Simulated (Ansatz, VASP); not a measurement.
**Two plane-wave programs on K**

```
K
1.0
     4.36933    0.52534    0.52534
     0.52534    4.36933    0.52534
     0.52534    0.52534    4.36933
K
1
Direct
  0.00000 0.00000 0.00000
```

Alike in both runs: task single point; functional PBEsol; k mesh 12 × 12 × 12; occupations gaussian, width 0.15 eV; no spin polarisation.

|  | VASP | Ansatz |
| --- | --- | --- |
| version | VASP 6.6.1 | Ansatz 0.2.0 |
| potentials or method | VASP PAW PBE potentials, release 64 (K_sv) | scalar-relativistic, plane waves, PAW |
| plane-wave cutoff (eV) | 520 | 420 |
| valence electrons in the cell | 9 | 9 |

|  | VASP | Ansatz | Ansatz less VASP |
| --- | --- | --- | --- |
| gap on the k mesh at the Fermi level (eV) | none | none | - |
| pressure (GPa) | -0.2 | -0.2 | +0.01 |
| largest component of the traceless stress (GPa) | 0.21 | 0.21 | 0.000 |

A gap of «none» marks a metal or a gap that the smearing closes. The functional is the same, so the differences come from potentials, cutoffs and numerics.

Caveats: the PAW data sets were made with another functional, which shifts forces and pressure a little (VASP).
